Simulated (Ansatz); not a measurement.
Input and command of a calculation in Ansatz (plane waves; scalar-relativistic PAW potentials unless the input names others):

```yaml
crystal:
  lattice:
    - [0.0, 2.8320848751, 2.8320848751]
    - [2.8320848751, 0.0, 2.8320848751]
    - [2.8320848751, 2.8320848751, 0.0]
  atoms:
    - { symbol: Pb, position: [0.0, 0.0, 0.0] }
    - { symbol: O, position: [0.25, 0.25, 0.25] }
basis:
  ecutwfc: 420
kpoints:
  mp_grid: { grid: [12, 12, 12] }
hamiltonian:
  xc: pbe
scf:
  occupations: { method: gaussian, width: 0.02 }
  algorithm: density_mixing
output:
  forces: true
  eigenvalues: true
  stress: true
```

```bash
ansatz run input.yaml --threads 1 --pin off --max-ram 2560MiB --backend cpu --events-out ev --progress --plain --runs-dir out
```

Abridged log:
```
Basis set: ecut = 420 eV, 893 PW (Γ), exchange–correlation on 54×54×54 points (8 copies of the dense FFT grid, shifted against one another)
Bands: 14, of which v1, the nominal top of the filled ones, is band 10 counted from 1 (9 counted from 0)
Symmetry: 24 space group operations
k-points: 72 of 1728 (time reversal used)
SCF iter   1: F=—  HF=-12473.163898 eV  |F-HF|=—  |Δ(HF+E_count)|=         —  Δρ=4.14e-3  dr2=8.59e-3  ethr=1.77e-3  ⟨swp⟩=6.1  Hψ=5592  notcnv=0
SCF iter   2: F=—  HF=-12473.165417 eV  |F-HF|=—  |Δ(HF+E_count)|=   1.52e-3  Δρ=6.02e-3  dr2=1.61e-2  ethr=4.29e-5  ⟨swp⟩=2.7  Hψ=2668  notcnv=0
SCF iter   3: F=—  HF=-12473.162382 eV  |F-HF|=—  |Δ(HF+E_count)|=   3.04e-3  Δρ=4.13e-4  dr2=4.50e-5  ethr=4.29e-5  ⟨swp⟩=2.0  Hψ=1511  notcnv=0
SCF iter   4: F=—  HF=-12473.162564 eV  |F-HF|=—  |Δ(HF+E_count)|=   1.82e-4  Δρ=1.52e-4  dr2=1.15e-5  ethr=2.25e-7  ⟨swp⟩=2.0  Hψ=2016  notcnv=0
SCF iter   5: F=—  HF=-12473.162559 eV  |F-HF|=—  |Δ(HF+E_count)|=   4.62e-6  Δρ=3.90e-5  dr2=8.47e-7  ethr=5.73e-8  ⟨swp⟩=2.2  Hψ=1399  notcnv=0
SCF iter   6: F=-12473.162560 eV  HF=-12473.162560 eV  |F-HF|=6.75e-9  |Δ(HF+E_count)|=   6.28e-7  Δρ=3.17e-6  dr2=4.22e-9  ethr=5.00e-10  ⟨swp⟩=6.9  Hψ=5055  notcnv=0
SCF 1 converged in 6 iterations: F = -12473.162560 eV  dr2 = 4.22e-9
SCF converged after 6 iterations
Free energy (F): -12473.162560 eV
Harris-Foulkes:  -12473.162560 eV  (|F-HF|=6.75e-9)
Internal energy: -12473.162560 eV  (E = F + TS)
E sigma→0 (E₀):  -12473.162560 eV
Fermi energy:    7.551646 eV
--- Forces (eV/Å), atoms counted from 1 ---
  atom   1  Pb     0.00000000     0.00000000     0.00000000
  atom   2  O      0.00000000     0.00000000     0.00000000
--- Stress (GPa, compression-positive) ---
       -0.009788       0.000000       0.000000
        0.000000      -0.009788       0.000000
        0.000000       0.000000      -0.009788
  P = ⅓ Tr σ = -0.0098 GPa (-0.098 kbar)
```

Apart from outputs, empty bands and the relaxation, which only the reference makes, the input differs from a reference run on usual settings in scf.algorithm: not typed → "density_mixing". The reference, at the same geometry, ended its own course with pressure -0.01 GPa, largest force 0.000 eV/Å, gap on the mesh 0.52 eV. This run converged in 6 SCF iterations with an energy at zero smearing within 0.01 meV/atom of the reference's, pressure -0.01 GPa, largest force 0.000 eV/Å, gap on the mesh 0.52 eV.

Time: 4.5 s on 1 thread of Arm Neoverse V1, on a shared host, peak memory 0.34 GiB.